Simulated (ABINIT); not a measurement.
# Sb (Fm-3m) in ABINIT: reference runs

How does Sb come out in PBEsol? The cell is run as given and disturbed.

Everything below comes from runs of ABINIT 10.8.3 (patched build). Logs are shortened: lines on timing, memory, paths and dates and some standing lists are left out, and cuts for length are marked. The log counts tension as positive stress, the text compression.

## 1. The crystal as given

It takes space group Fm-3m (No. 225, cubic). The conventional cell has a = 4.742 Å, b = 4.742 Å, c = 4.742 Å, α = 90.00°, β = 90.00°, γ = 90.00°. Sb (site symmetry m-3m) has 12 Sb at 3.35 Å as nearest neighbours.

This isn't the form of Sb at room conditions, which is rhombohedral.

## 2. Single point, PBEsol

Input file run.abi:

```
# Pseudopotentials
pp_dirpath "./"
pseudos "Sb.upf"

# Structure
acell 3*1.0 Angstrom
rprim
     0.0000000000     2.3712425216     2.3712425216
     2.3712425216     0.0000000000     2.3712425216
     2.3712425216     2.3712425216     0.0000000000
ntypat 1
znucl 51
natom 1
typat 1
xred
     0.0000000000     0.0000000000     0.0000000000

# Plane-wave basis
ecut 40.0

# k points
kptopt 1
ngkpt 10 10 10
nshiftk 1
shiftk 0.0 0.0 0.0

# Exchange and correlation
ixc -116133

# Bands and occupations
nband 12
occopt 3
tsmear 0.00183747

# SCF cycle
nstep 100
tolvrs 1.0e-10

# Output
iomode 3
prtwf 0
prteig 0
prtebands 0
enunit 1
prtden 1
prtvha 1
prtvclmb 1
prtpot 1
prtelf 1
```

Potentials or basis: PseudoDojo NC SR PBEsol v0.4.1 standard.

Run with:

```
$ abinit run.abi > log 2>&1
```

run.abo:

```text
.Version 10.8.3 of ABINIT
 Symmetries : space group Fm -3 m (#225); Bravais cF (face-center cubic)
================================================================================
 Values of the parameters that define the memory need of the present run
     intxc =       0    ionmov =       0      iscf =       7    lmnmax =       6
     lnmax =       6     mgfft =      40  mpssoang =       3    mqgrid =    3001
     natom =       1  nloc_mem =       1    nspden =       1   nspinor =       1
    nsppol =       1      nsym =      48    n1xccc =    2501    ntypat =       1
    occopt =       3   xclevel =       2
       mpw =        2198          nfft =       64000          nkpt =          47
================================================================================
================================================================================

--------------------------------------------------------------------------------
------------- Echo of variables that govern the present computation ------------
--------------------------------------------------------------------------------
 -outvars: echo values of preprocessed input variables --------
            acell      1.8897261259E+00  1.8897261259E+00  1.8897261259E+00 Bohr
              amu      1.21753000E+02
             ecut      4.00000000E+01 Hartree
           enunit           1
              ixc     -116133
         kptrlatt       10    0    0      0   10    0      0    0   10
          kptrlen      6.33708948E+01
            natom           1
            nband          12
            ngfft          40      40      40
             nkpt          47
            nstep         100
             nsym          48
           ntypat           1
           occopt           3
        prtebands           0
           prteig           0
           prtelf           1
           prtpot           1
         prtvclmb           1
           prtvha           1
            prtwf           0
            rprim      0.0000000000E+00  2.3712425216E+00  2.3712425216E+00
                       2.3712425216E+00  0.0000000000E+00  2.3712425216E+00
                       2.3712425216E+00  2.3712425216E+00  0.0000000000E+00
          spgroup         225
           tolvrs      1.00000000E-10
           tsmear      1.83747000E-03 Hartree
            typat      1
            znucl       51.00000

================================================================================

 chkinp: Checking input parameters for consistency.

================================================================================
== DATASET  1 ==================================================================

--- !DatasetInfo
iteration_state: {dtset: 1, }
dimensions: {natom: 1, nkpt: 47, mband: 12, nsppol: 1, nspinor: 1, nspden: 1, mpw: 2198, }
cutoff_energies: {ecut:  40.0, pawecutdg:  -1.0, }
electrons: {nelect:   1.50000000E+01, charge:   0.00000000E+00, occopt:   3.00000000E+00, tsmear:   1.83747000E-03, }
[... 77 lines left out ...]
etotal    :  -9.07732083E+01
entropy   :   0.00000000E+00
fermie    :   3.00116021E-01
cartesian_stress_tensor: # hartree/bohr^3
- [  4.12675139E-05,   0.00000000E+00,   0.00000000E+00, ]
- [  0.00000000E+00,   4.12675139E-05,   0.00000000E+00, ]
- [  0.00000000E+00,   0.00000000E+00,   4.12675139E-05, ]
pressure_GPa:  -1.2141E+00
xred      :
- [  0.0000E+00,   0.0000E+00,   0.0000E+00, Sb]
cartesian_forces: # hartree/bohr
- [ -0.00000000E+00,  -0.00000000E+00,  -0.00000000E+00, ]
force_length_stats: {min:   0.00000000E+00, max:   0.00000000E+00, mean:   0.00000000E+00, }
...

 Integrated electronic density in atomic spheres:
 ------------------------------------------------
 Atom  Sphere_radius  Integrated_density
    1        2.00000         11.19463791
================================================================================

 ----iterations are completed or convergence reached----

 Mean square residual over all n,k,spin=   51.170E-07; max=  17.151E-04
 reduced coordinates (array xred) for    1 atoms
       0.000000000000      0.000000000000      0.000000000000
 rms dE/dt=  0.0000E+00; max dE/dt=  0.0000E+00; dE/dt below (all hartree)
    1       0.000000000000      0.000000000000      0.000000000000

 cartesian coordinates (angstrom) at end:
    1      0.00000000000000     0.00000000000000     0.00000000000000

 cartesian forces (hartree/bohr) at end:
    1     -0.00000000000000    -0.00000000000000    -0.00000000000000
 frms,max,avg= 0.0000000E+00 0.0000000E+00   0.000E+00  0.000E+00  0.000E+00 h/b

 cartesian forces (eV/Angstrom) at end:
    1     -0.00000000000000    -0.00000000000000    -0.00000000000000
 frms,max,avg= 0.0000000E+00 0.0000000E+00   0.000E+00  0.000E+00  0.000E+00 e/A
 length scales=  1.889726125908  1.889726125908  1.889726125908 bohr
              =  1.000000000000  1.000000000000  1.000000000000 angstroms
 Fermi (or HOMO) energy (eV) =   8.16657   Average Vxc (eV)= -11.09427
 Eigenvalues (   eV  ) for nkpt=  47  k points:
 kpt#   1, nband= 12, wtk=  0.00100, kpt=  0.0000  0.0000  0.0000 (reduced coord)
 -21.04065  -21.04065  -21.04065  -21.00110  -21.00110   -4.82271   13.56796   13.56796
  13.56796   18.70410   18.75958   18.75958
 prteigrs : prtvol=0 or 1, do not print more k-points.

--- !EnergyTerms
iteration_state     : {dtset: 1, }
comment             : Components of total free energy in Hartree
kinetic             :  5.31984274032225E+01
hartree             :  1.95450286598787E+01
xc                  : -2.25100712256185E+01
Ewald energy        : -5.75537943427098E+01
psp_core            :  2.19696426197465E+00
local_psp           : -6.64631853415080E+01
non_local_psp       : -1.91863357559379E+01
internal            : -9.07729663406983E+01
'-kT*entropy'       : -2.41986249195930E-04
total_energy        : -9.07732083269475E+01
total_energy_eV     : -2.47006483257147E+03
band_energy         : -7.19674799983117E+00
...

 Cartesian components of stress tensor (hartree/bohr^3)
  sigma(1 1)=  4.12675139E-05  sigma(3 2)=  0.00000000E+00
  sigma(2 2)=  4.12675139E-05  sigma(3 1)=  0.00000000E+00
  sigma(3 3)=  4.12675139E-05  sigma(2 1)=  0.00000000E+00

-Cartesian components of stress tensor (GPa)         [Pressure= -1.2141E+00 GPa]
- sigma(1 1)=  1.21413218E+00  sigma(3 2)=  0.00000000E+00
- sigma(2 2)=  1.21413218E+00  sigma(3 1)=  0.00000000E+00
- sigma(3 3)=  1.21413218E+00  sigma(2 1)=  0.00000000E+00

== END DATASET(S) ==============================================================
================================================================================

 -outvars: echo values of variables after computation  --------
            acell      1.8897261259E+00  1.8897261259E+00  1.8897261259E+00 Bohr
           etotal     -9.0773208327E+01
            fcart     -0.0000000000E+00 -0.0000000000E+00 -0.0000000000E+00
            rprim      0.0000000000E+00  2.3712425216E+00  2.3712425216E+00
                       2.3712425216E+00  0.0000000000E+00  2.3712425216E+00
                       2.3712425216E+00  2.3712425216E+00  0.0000000000E+00
           strten      4.1267513868E-05  4.1267513868E-05  4.1267513868E-05
                       0.0000000000E+00  0.0000000000E+00  0.0000000000E+00
 Calculation completed.
```

It took 35 s on 1 thread of Intel Xeon Platinum 8488C (Sapphire Rapids), shared host; peak memory 0.09 GiB.

Results:

- Free energy: -2470.0648 eV
- Pressure: -1.2 GPa
- Band gap on the k mesh: none (metal or under the smearing width)
- Valence electrons inside the program's atomic spheres: Sb 11.19 (radii [1.0584] Å)

Spin-orbit coupling is left out, which matters for the levels of Sb.

## 3. Equation of state, PBEsol

Input file run.abi:

```
# Datasets: one volume each
ndtset 7
getwfk -1
scalecart1 3*0.9795861087
scalecart2 3*0.9864848297
scalecart3 3*0.9932883884
scalecart4 3*1.0000000000
scalecart5 3*1.0066227096
scalecart6 3*1.0131594038
scalecart7 3*1.0196128224

# Pseudopotentials
pp_dirpath "./"
pseudos "Sb.upf"

# Structure
acell 3.3534433337 3.3534433337 3.3534433337 Angstrom
rprim
     0.0000000000     0.7071067812     0.7071067812
     0.7071067812     0.0000000000     0.7071067812
     0.7071067812     0.7071067812     0.0000000000
ntypat 1
znucl 51
natom 1
typat 1
xred
     0.0000000000     0.0000000000     0.0000000000

# Plane-wave basis
ecut 40.0

# k points
kptopt 1
ngkpt 10 10 10
nshiftk 1
shiftk 0.0 0.0 0.0

# Exchange and correlation
ixc -116133

# Bands and occupations
nband 12
occopt 3
tsmear 0.00183747

# SCF cycle
nstep 100
tolvrs 1.0e-10

# Output
iomode 3
prtwf 1
prtden 0
prteig 0
prtebands 0
enunit 2
```

Potentials or basis: PseudoDojo NC SR PBEsol v0.4.1 standard.

Run with:

```
$ abinit run.abi > log 2>&1
```

It took 3.2 min on 1 thread of Intel Xeon Platinum 8488C (Sapphire Rapids), shared host; peak memory 0.12 GiB.

It converged, with:

- Equilibrium volume: 26.19 Å³/atom
- Bulk modulus: 64 GPa
- Pressure derivative of the bulk modulus: 3.3

Energy against volume, from the lowest point:
```csv
volume (Å³/atom),energy (meV/atom)
25.066,10.27
25.599,2.72
26.133,0.00
26.666,1.64
27.199,7.25
27.733,16.59
28.266,29.30
```

Caveat: pressures at fixed basis lie under the slope of the energies. The run has no spin-orbit coupling, so splittings on Sb are missing.

[end of part 1 of 2]
